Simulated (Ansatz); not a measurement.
The system is Sb.

```
Sb
1.0
     2.15420    1.24373    3.75800
    -2.15420    1.24373    3.75800
     0.00000   -2.48746    3.75800
Sb
2
Cartesian
  0.0000 0.0000 8.6416
  0.0000 0.0000 2.6324
```

Base run:

* Program: Ansatz 0.2.0
* Functional: PBE
* Potentials or basis: Ansatz PAW
* Cutoff: 420 eV (not typed: the program's choice for these potentials)
* k mesh: 8 × 8 × 8
* Occupations: gaussian, width 0.1 eV
* Spin: no spin polarisation

Its results: band gap on the k mesh none (metal or under the smearing width); pressure 2.7 GPa.

Question: The run is repeated on the same cell with these changes: functional from PBE to LDA; occupations from gaussian, width 0.1 eV to gaussian, width 0.05 eV. What comes out?

Answer: Band gap on the k mesh none (metal or under the smearing width); pressure -1.2 GPa.

Caveats: the PAW data sets come from PBE, with cores solved anew for the run's functional, which leaves a small shift of forces and pressure (some runs).
